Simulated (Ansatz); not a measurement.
Below is the output of a Python script on Ansatz 0.2.0 through its Python package that makes a projected density of states of HfO2, space group P4_2/nmc. Write a script that gives it. Settings: PBEsol, PAW, the default cutoff (420 eV here), 6×6×4 k-points, fixed occupations.

```
Hf O
1.0
     3.55802    0.00000    0.00000
     0.00000    3.55802    0.00000
     0.00000    0.00000    5.17186
Hf O
2 4
Direct
  0.50000 0.50000 0.50000
  0.00000 0.00000 0.00000
  0.00000 0.50000 0.69721
  0.50000 0.00000 0.80279
  0.50000 0.00000 0.30279
  0.00000 0.50000 0.19721
```

```console
$ python pdos.py
DeckWarning: basis.ecutwfc = 420 eV, auto-derived from the records' recommended cutoffs: set by Hf (normal level)
states by shell in windows of E - E_F (eV): [(-10, -5), (-5, 0), (0, 6)]
Hf 5S       0.004    0.030    0.003
Hf 6S       0.035    0.380    0.107
Hf 5P       0.004    0.199    0.003
Hf 5D       0.130    3.304    5.739
Hf 4F      27.835    0.110    0.001
O 2S        0.036    0.236    0.073
O 2P        0.403   19.116    0.800
centre of Hf 5D: -3.21 eV
centre of Hf 4F: -9.89 eV
centre of O 2P: -2.32 eV
```
(Warnings from the package without file and line.)

One script that gives this output:

The script, `pdos.py`:
```python
'''Projected density of states of HfO2.'''

import ansatz as az
import numpy as np

lattice = az.Lattice.of(
    (3.558019, 0.0, 0.0),
    (0.0, 3.558019, 0.0),
    (0.0, 0.0, 5.171861),
)
sites = [
    ('Hf', (0.5, 0.5, 0.5)),
    ('Hf', (0.0, 0.0, 0.0)),
    ('O', (0.0, 0.5, 0.697208)),
    ('O', (0.5, 0.0, 0.802792)),
    ('O', (0.5, 0.0, 0.302792)),
    ('O', (0.0, 0.5, 0.197208)),
]
system = az.Crystal(lattice=lattice)
for symbol, position in sites:
    system = system.atom(symbol, position)

model = (
    system.calculation()
    .kpoints(6, 6, 4)
    .occupations('fixed')
    .functional('pbesol')
    .scf(extra_bands=18)
    .density_of_states(projected=True, energy_step=0.1)
)
out = model.run(threads=1, pin='off')
rep = out.report

dos = out.density_of_states()
energy = np.asarray(dos.energies_ev) - dos.fermi_ev
curves = {}
for site in out.projected_density_of_states().sites:
    for shell in site.shells:
        weight = sum(np.sum(curve.g_bin_mean_per_ev, axis=0) for curve in shell.curves)
        name = f'{site.species} {shell.label}'
        curves[name] = curves.get(name, 0) + weight

step = energy[1] - energy[0]
windows = [(-10, -5), (-5, 0), (0, 6)]
print('states by shell in windows of E - E_F (eV):', windows)
for name, g in curves.items():
    print(f'{name:8s}', ' '.join(f'{step * g[(energy >= a) & (energy < b)].sum():8.3f}' for a, b in windows))
filled = (energy < 0) & (energy > -10)
for name, g in curves.items():
    if g[filled].sum() * step > 0.5:
        print(f'centre of {name}: {np.average(energy[filled], weights=g[filled]):.2f} eV')
```

Reading the output:
- The run is spin-unpolarised.
- Semilocal gaps usually lie well under measured ones.
- With fixed filling the reported Fermi level is the top filled level among the k-points of the SCF.
- This is a high-temperature or high-pressure form, not the ambient phase.
- The crystal has a gap of about 4.64 eV on the mesh; bins of finite width blur the band edges.
- Spin-orbit coupling, which matters for elements this heavy, is left out.
- The structure comes from a database of computed cells and needn't be a stable or known phase.
- Curves are summed over the cell's atoms. Only shells that the potentials hold have channels, so projections don't add up to the total, least of all where a shell is missing (p of most metals); heights and places of peaks move with the mesh.
- The density of states is complete only as far up as bands were computed.
- A band centre counts only the states inside the window taken.
- Hardware and time: 6.4 s on 1 thread of Arm Neoverse V2 (shared host), peak memory 0.43 GiB.
